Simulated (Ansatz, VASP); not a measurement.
Two plane-wave programs on Zn

```
Zn
1.0
     0.00000    2.42214    2.44961
     1.30617    0.00000    2.44961
     1.30617    2.42214    0.00000
Zn
1
Direct
  0.50000 0.50000 0.50000
```

Alike in both runs: functional PBE; k mesh 26 × 26 × 26; occupations gaussian, width 0.1 eV; no spin polarisation.

Ansatz relaxed the structure, and its values are those at the end. VASP's run is a single point on that final structure, the one shown.

|  | VASP | Ansatz |
| --- | --- | --- |
| version | VASP 6.6.1 | Ansatz 0.2.0 |
| potentials or method | VASP PAW PBE potentials, release 64 (Zn) | scalar-relativistic, plane waves, PAW |
| plane-wave cutoff (eV) | 520 | 420 |
| valence electrons in the cell | 12 | 12 |

Ansatz gave:

| Item | Value |
| --- | --- |
| gap on the k mesh at the Fermi level (eV) | none |
| pressure (GPa) | 0.0 |

What did VASP give for the same quantities?

gap on the k mesh at the Fermi level (eV): none; pressure (GPa): 0.4.

A gap of «none» marks a metal or a gap that the smearing closes. The functional is the same, so the differences come from potentials, cutoffs and numerics.
